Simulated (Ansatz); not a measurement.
Input of an Ansatz 0.2.0 run:

Contents of input.yaml:

```yaml
crystal:
  lattice:
    - [0.0, 2.60165, 2.60165]
    - [2.60165, 0.0, 2.60165]
    - [2.60165, 2.60165, 0.0]
  atoms:
    - { symbol: S, position: [0.5, 0.5, 0.5] }
    - { symbol: Mg, position: [0.0, 0.0, 0.0] }
kpoints:
  mp_grid: { grid: [5, 5, 5] }
scf:
  occupations: { method: fermi_dirac, width: 0.03 }
hamiltonian:
  xc: pbesol
  pseudopotentials: { kind: all_electron, lapw: { basis_error: 0.001 } }
output:
  forces: true
  stress: true
  eigenvalues: true
```

Potentials or basis: all-electron LAPW, scalar-relativistic.

The run is started by

```bash
$ ansatz run input.yaml --threads 1 --pin off --max-ram 3072MiB --backend cpu --events-out ev --progress --plain --runs-dir out
```

Predict the pressure.

-0.9 GPa.

Estimate the band gap on the k mesh.

3.11 eV, indirect (least direct gap 3.59 eV).

Caveat: an odd mesh through Γ misses points on the zone boundary, where band edges often lie. Expect the measured gap to be larger: semilocal functionals such as PBEsol lack the derivative discontinuity.
